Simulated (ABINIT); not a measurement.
# Eu: equation of state with PBE

Crystal: Eu.

```
CELL_PARAMETERS angstrom
0.00000 2.78930 2.78930
2.78930 0.00000 2.78930
2.78930 2.78930 0.00000
ATOMIC_POSITIONS crystal
Eu 0.00000 0.00000 0.00000
```

This isn't the form of Eu at room conditions, which is bcc.

| Property | Result |
| --- | --- |
| Program | ABINIT 10.8.3 (patched build) |
| Task | equation of state |
| Functional | PBE |
| Potentials or basis | JTH PAW PBE v2.0 |
| Cutoff | 544 eV |
| k mesh | 8 × 8 × 8 |
| Occupations | fermi-dirac, width 0.05 eV |
| Spin | collinear spin, ferromagnetic start |
| Starting moments | [7.0] μB |
| Fine-grid cutoff | 1088.46 eV |
| Exchange and correlation inside the PAW spheres | full angular mesh (pawxcdev 0, this build's default; the released program takes 1) |

```json
{"Equilibrium volume": "39.85 Å³/atom (rough: see the caveat)", "Bulk modulus": "18.9 GPa (rough)"}
```

Energy against volume, from the lowest point:
```csv
volume (Å³/atom),energy (meV/atom)
40.799,0.00
41.667,3.27
42.535,8.27
43.403,14.86
44.271,22.88
45.139,32.18
46.007,42.56
```

Run time: 8.3 min on 1 thread of Arm Neoverse V2, with other jobs on the host, peak memory 0.2 GiB.

Caveat: pressures at fixed basis lie under the slope of the energies; the minimum lies outside the volumes run. The state reached can hang on the start; a lower one may exist.
